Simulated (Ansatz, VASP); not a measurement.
# AlAsH2 (AlAs wire along [110], 8 atoms a period, H-terminated): VASP beside Ansatz

Aim: how closely do two programs agree when they are given the same cell, functional and k mesh? The structure shown is the start of the Ansatz relaxation below; VASP solves that cell, so the two are compared at the walk's first step.

Program: Ansatz 0.2.0. Level of theory: plane waves, with VASP 6.6.1 beside it; single point at PBE. Results are calculated unless marked as measured.

## (1) The structure

The cell holds 16 atoms: 8 H, 4 Al and 4 As. Cell: a = 15.764 Å, b = 13.416 Å, c = 4.052 Å, α = 90.0°, β = 90.0°, γ = 90.0°. Vacuum lies along a and b. The structure's axis is c.

As a file:

```cif
data_structure
_symmetry_space_group_name_H-M 'P 1'
_symmetry_Int_Tables_number 1
_cell_length_a 15.7640
_cell_length_b 13.4160
_cell_length_c 4.0517
_cell_angle_alpha 90.000
_cell_angle_beta 90.000
_cell_angle_gamma 90.000
_cell_volume 856.90
loop_
_atom_site_label
_atom_site_type_symbol
_atom_site_fract_x
_atom_site_fract_y
_atom_site_fract_z
_atom_site_occupancy
H1 H 0.39742 0.25343 0.00000 1
H2 H 0.21568 0.59553 0.50000 1
H3 H 0.21568 0.40443 0.50000 1
H4 H 0.60256 0.74532 0.50000 1
H5 H 0.60256 0.25465 0.50000 1
H6 H 0.39742 0.74654 0.00000 1
H7 H 0.78431 0.59431 0.00000 1
H8 H 0.78431 0.40565 0.00000 1
Al9 Al 0.45493 0.34898 0.00000 1
Al10 Al 0.27318 0.49998 0.50000 1
Al11 Al 0.63667 0.49998 0.50000 1
Al12 Al 0.45493 0.65099 0.00000 1
As13 As 0.54580 0.65099 0.50000 1
As14 As 0.54580 0.34898 0.50000 1
As15 As 0.36405 0.49998 0.00000 1
As16 As 0.72754 0.49998 0.00000 1
```

## (2) Ansatz: relaxation, PBE

Ansatz runs on its default PAW (the set named soft_2) files.

The two programs are compared at the cell with which this relaxation starts, whose forces are those of its first step.

Contents of input.yaml:

```yaml
crystal:
  lattice:
    - [15.764, 0.0, 0.0]
    - [0.0, 13.416, 0.0]
    - [0.0, 0.0, 4.0517218562]
  atoms:
    - { symbol: H, position: [0.397424512, 0.253428742, 0.0] }
    - { symbol: Al, position: [0.454925141, 0.348978804, 0.0] }
    - { symbol: H, position: [0.215681299, 0.595532215, 0.5] }
    - { symbol: H, position: [0.215681299, 0.404432091, 0.5] }
    - { symbol: Al, position: [0.273181929, 0.499982153, 0.5] }
    - { symbol: As, position: [0.545796747, 0.650985502, 0.5] }
    - { symbol: As, position: [0.545796747, 0.348978804, 0.5] }
    - { symbol: H, position: [0.602564885, 0.745318365, 0.5] }
    - { symbol: H, position: [0.602564885, 0.25464594, 0.5] }
    - { symbol: Al, position: [0.636668353, 0.499982153, 0.5] }
    - { symbol: As, position: [0.364053535, 0.499982153, 0.0] }
    - { symbol: H, position: [0.397424512, 0.746535564, 0.0] }
    - { symbol: Al, position: [0.454925141, 0.650985502, 0.0] }
    - { symbol: As, position: [0.72753996, 0.499982153, 0.0] }
    - { symbol: H, position: [0.784308097, 0.594315016, 0.0] }
    - { symbol: H, position: [0.784308097, 0.405649289, 0.0] }
kpoints:
  mp_grid: { grid: [1, 1, 20] }
scf:
  occupations: { method: fermi_dirac, width: 0.05 }
hamiltonian:
  xc: pbe
relax:
  cell: { fix: [a, b, alpha, beta, gamma] }
  max_steps: 45
  f_tol: 0.03
```

On the command line:

```bash
$ ansatz run input.yaml --threads 4 --pin off --max-ram 16384MiB --backend cpu --events-out ev --progress --plain --runs-dir out
```

Numbers of over 12 decimals in the logs are rounded to 6 here.

What it wrote:

```text
Engine: ansatz 0.2.0, aarch64-unknown-linux-gnu
Pseudopotentials: kind: paw
Pseudopotential: H, paw, valence charge 1, recommended cutoff 420 eV (normal), H.paw.azcp
Pseudopotential: Al, paw, valence charge 3, recommended cutoff 420 eV (normal), Al.paw.azcp
Pseudopotential: As, paw, valence charge 15, recommended cutoff 420 eV (normal), As.paw.azcp
Functional definition: PBE
  parameter kappa = 0.804
  parameter beta = 0.066725
  exchange = pbe_x(kappa = kappa, mu = beta*pi^2/3)
  correlation = pbe_c(beta = beta)
Crystal: 16 atoms, lattice volume = 856.898 Å³
Basis set: ecut = 420 eV, 16801 PW (Γ), exchange–correlation on 216×180×60 points (8 copies of the dense FFT grid, shifted against one another)
Bands: 56, of which v1, the nominal top of the filled ones, is band 40 counted from 1 (39 counted from 0)
Symmetry: 4 space group operations
Space group: Pmm2 (ITA 25), of the structure as read, at distance tolerance 9.5e-5 Å
k-points: 11 of 20
Non-local potential: H, projectors of the file, l = 0: 2, l = 1: 1
Non-local potential: Al, projectors of the file, l = 0: 2, l = 1: 2, l = 2: 1
Non-local potential: As, projectors of the file, l = 0: 2, l = 1: 2, l = 2: 3, l = 3: 1
PAW form: soft (Blöchl's): semilocal exchange-correlation on the pseudo side does not see the compensation charge
PAW one-centre angular grid: H, 110 points (default); XC on 64 Gauss nodes
PAW one-centre angular grid: Al, 110 points (default); XC on 64 Gauss nodes
PAW one-centre angular grid: As, 590 points (default); XC on 64 Gauss nodes
Initial density: superposition of atomic densities (neutral atoms: chi_scale 0, normalization atom), corrected by the library's trained network
Initial wavefunctions: pseudopotential atomic-orbital guess
Functional: x = pbe(κ = 0.804, μ = 0.219515), c = pbe(β = 0.066725)
SCF iter   1: F=—  HF=-21701.763531 eV  |F-HF|=—  |Δ(HF+E_count)|=         —  Δρ=2.98e-3  dr2=8.40e-1  ethr=1.77e-3  ⟨swp⟩=8.4  Hψ=3023  notcnv=0  defer=6
preconditioner: auto → Resta (q_TF=auto, 1.838 Å⁻¹)  ε∞=1.8  [insulator: Δε(μ)=2.666 eV  Ē_g=8.963 eV  σ=0.050 eV  W_gap=1.00  n_scr=84 (ndim 8)  ℏωp=8.0 eV  f_vac=0.635  D(μ)=0.00/eV (n_scr^D=0)  ε∞_Penn≈1.8  vacuum switching on, ρ_ref=5.8e-3 e/Å³]
SCF iter   2: F=—  HF=-21701.514300 eV  |F-HF|=—  |Δ(HF+E_count)|=   2.49e-1  Δρ=1.91e-3  dr2=8.71e-2  ethr=1.05e-3  ⟨swp⟩=3.0  Hψ=879  notcnv=0  defer=119
SCF iter   3: F=—  HF=-21701.500587 eV  |F-HF|=—  |Δ(HF+E_count)|=   1.37e-2  Δρ=7.68e-4  dr2=1.11e-2  ethr=1.09e-4  ⟨swp⟩=3.7  Hψ=1005  notcnv=0  defer=92
SCF iter   4: F=—  HF=-21701.502980 eV  |F-HF|=—  |Δ(HF+E_count)|=   2.39e-3  Δρ=2.93e-4  dr2=1.41e-3  ethr=1.39e-5  ⟨swp⟩=2.0  Hψ=744  notcnv=0  defer=92
SCF iter   5: F=—  HF=-21701.503692 eV  |F-HF|=—  |Δ(HF+E_count)|=   7.12e-4  Δρ=7.88e-5  dr2=1.22e-4  ethr=1.76e-6  ⟨swp⟩=2.0  Hψ=720  notcnv=0  defer=92
SCF iter   6: F=—  HF=-21701.503708 eV  |F-HF|=—  |Δ(HF+E_count)|=   1.59e-5  Δρ=2.74e-5  dr2=1.29e-5  ethr=1.52e-7  ⟨swp⟩=2.0  Hψ=715  notcnv=0  defer=92
SCF iter   7: F=—  HF=-21701.503766 eV  |F-HF|=—  |Δ(HF+E_count)|=   5.80e-5  Δρ=1.01e-5  dr2=7.97e-7  ethr=1.61e-8  ⟨swp⟩=2.0  Hψ=778  notcnv=0  defer=92
SCF iter   8: F=-21701.503767 eV  HF=-21701.503767 eV  |F-HF|=2.56e-8  |Δ(HF+E_count)|=   1.13e-6  Δρ=2.86e-6  dr2=8.90e-8  ethr=1.25e-10  ⟨swp⟩=5.0  Hψ=2104  notcnv=0
SCF 1 converged in 8 iterations: F = -21701.503767 eV  dr2 = 8.90e-8
  greatest PAW one-centre occupation: 0.999 electrons in one spin orbital (limit 2), on the As atom at site 13 (counted from 0), in its partial waves of l = 2
relax step   1: F+E_penalty+E_count = -21701.50376689 eV  Δ(F+E_penalty+E_count) = +0.000e0 eV  max|allowed force component| = 1.109e0 eV/Å  Δτ_max = 0.0000 Å  P = +0.119 GPa  Ω = 856.898 Å³  fix = [a, b, alpha, beta, gamma]  reactions: a -0.068, b -0.383 GPa  (8 SCF iters, dr2 threshold 1.00e-7 eV, accepted)
[...]
relax step   4: F+E_penalty+E_count = -21701.89288325 eV  Δ(F+E_penalty+E_count) = -2.811e-3 eV  max|allowed force component| = 5.283e-2 eV/Å  Δτ_max = 0.0384 Å  P = +0.001 GPa  Ω = 877.641 Å³  energy of the carried Pulay correction = -3.104e-3 eV  fix = [a, b, alpha, beta, gamma]  reactions: a -0.033, b +0.000 GPa  (5 SCF iters, dr2 threshold 1.60e-6 eV, accepted)
[...]
relax step   5: F+E_penalty+E_count = -21701.89371121 eV  Δ(F+E_penalty+E_count) = -8.280e-4 eV  max|allowed force component| = 1.068e-2 eV/Å  Δτ_max = 0.0111 Å  P = -0.014 GPa  Ω = 877.712 Å³  energy of the carried Pulay correction = -3.115e-3 eV  fix = [a, b, alpha, beta, gamma]  reactions: a -0.051, b +0.011 GPa  (5 SCF iters, dr2 threshold 1.74e-7 eV, accepted)
[...]
relax step   6: F+E_penalty+E_count = -21701.89742636 eV  Δ(F+E_penalty+E_count) = -3.715e-3 eV  max|allowed force component| = 1.078e-2 eV/Å  Δτ_max = 0.0000 Å  P = -0.010 GPa  Ω = 877.712 Å³  fix = [a, b, alpha, beta, gamma]  reactions: a -0.049, b +0.012 GPa  stress off target by 7.22e-3 GPa on what of the cell is left free  SCF on the basis re-selected at this cell (its energy is not comparable with the rows above)  (6 SCF iters)
basis re-selected at this cell: Δ(F+E_penalty+E_count) = -3.715e-3 eV, ΔP = +0.004 GPa vs the last step (what re-selecting the basis moved, of the pressure what is left beyond the Pulay correction that the steps carried, after the strain that the cell walked since its last selection, with what the two solves' SCF thresholds leave and, on support functions, any second-order correction that the steps lacked; it is no m [...]
SCF converged after 6 iterations
Free energy (F): -21701.897426 eV
Harris-Foulkes:  -21701.897426 eV  (|F-HF|=2.26e-9)
Internal energy: -21701.897426 eV  (E = F + TS)
E sigma→0 (E₀):  -21701.897426 eV
Entropy (-TS):   -0.000000 eV (-0.000 meV/atom)
Fermi energy:    -1.828774 eV
--- Per-component energies (eV) ---
  E_band       = -1793.473039
  E_kinetic    = 604.282072
  E_local      = -26016.671051  (includes V_loc(G=0)·N_el)
  E_nonlocal   = -2626.053537
  E_hartree    = 12929.343686
  E_xc         = -541.559480
  E_vxc        = -517.129991  (∫ρ·V_xc dr)
  E_paw        = -9217.543200  (= ΣΔE_a)
  E_vpaw       = 903.421514  (= ΣTr[D̂ρ^β])
  E_aug_tail   = -0.009371  (compensation charges beyond the density's cutoff)
  E_ewald      = 3166.313454
  E_smearing   = -0.000000  (= −TS)
  E_closure    = -0.000000  (closes the sum)
  Σ components = -21701.897426   (vs F -21701.897426, Δ=0.00e0)
--- Forces (eV/Å), atoms counted from 1 ---
  atom   1  H      0.00152391     0.00218397     0.00000000
  atom   2  Al    -0.00350950     0.00079885    -0.00000000
  atom   3  H     -0.00009715    -0.00078848     0.00000000
  atom   4  H     -0.00009715     0.00078848    -0.00000000
  atom   5  Al    -0.00132202     0.00000000    -0.00000000
  atom   6  As    -0.00033462    -0.00067640    -0.00000000
  atom   7  As    -0.00033462     0.00067640    -0.00000000
  atom   8  H     -0.00083442     0.00291227    -0.00000000
  atom   9  H     -0.00083442    -0.00291227    -0.00000000
  atom  10  Al     0.01077971    -0.00000000     0.00000000
  atom  11  As    -0.00389428     0.00000000    -0.00000000
  atom  12  H      0.00152391    -0.00218397     0.00000000
  atom  13  Al    -0.00350950    -0.00079885    -0.00000000
  atom  14  As     0.00544890    -0.00000000     0.00000000
  atom  15  H     -0.00225324    -0.00270740    -0.00000000
  atom  16  H     -0.00225324     0.00270740    -0.00000000
  max |Σ_I F_I| component: 2.27e-6 eV/Å
--- Stress (GPa, compression-positive) ---
       -0.049291       0.000000      -0.000000
        0.000000       0.012487       0.000000
       -0.000000       0.000000       0.007223
  P = ⅓ Tr σ = -0.0099 GPa (-0.099 kbar)
--- Relaxed structure (5 steps of the walk, 5 accepted, 1 SCFs on fresh bases) ---
  F+E_penalty+E_count = -21701.89742636 eV   max|allowed force component| = 1.078e-2 eV/Å   (the final SCF, on the basis selected at the relaxed cell)
  cell:  # Å, volume = 877.7120 Å³
    - [15.764, 0, 0]
    - [0, 13.416, 0]
    - [0, 0, 4.150138]
  atoms:
    - { symbol: H, position: [0.403906, 0.241338, -2.2223598999931045e-18] }
    - { symbol: Al, position: [0.449012, 0.347335, -3.0210137145118877e-19] }
    - { symbol: H, position: [0.222772, 0.604439, 0.5] }
    - { symbol: H, position: [0.222772, 0.395526, 0.5] }
    - { symbol: Al, position: [0.271701, 0.499982, 0.5] }
    - { symbol: As, position: [0.541633, 0.646725, 0.5] }
    - { symbol: As, position: [0.541633, 0.353239, 0.5] }
    - { symbol: H, position: [0.603429, 0.734102, 0.5] }
    - { symbol: H, position: [0.603429, 0.265862, 0.5] }
    - { symbol: Al, position: [0.631775, 0.499982, 0.5] }
    - { symbol: As, position: [0.365574, 0.499982, 0] }
    - { symbol: H, position: [0.403906, 0.758626, 2.2223598999931033e-18] }
    - { symbol: Al, position: [0.449012, 0.652629, 3.0210137145119074e-19] }
    - { symbol: As, position: [0.722077, 0.499982, 0] }
    - { symbol: H, position: [0.785108, 0.585441, -1.6311660028243811e-18] }
    - { symbol: H, position: [0.785108, 0.414524, 1.6311660028243842e-18] }
```

[end of part 1 of 2]

[Lines on the potential files, build, host, timing and source positions are cut from VASP's logs without a mark.]

[Logs are printed without paths, hosts, clocks, repeated set-up lines and the standing remarks that a program may print on its own settings, such as how far it seeks lower states.]

[Hosts, paths, dates, database ids (printed as entryN), source tags and the programs' standing remarks are cut or masked in the printed files.]
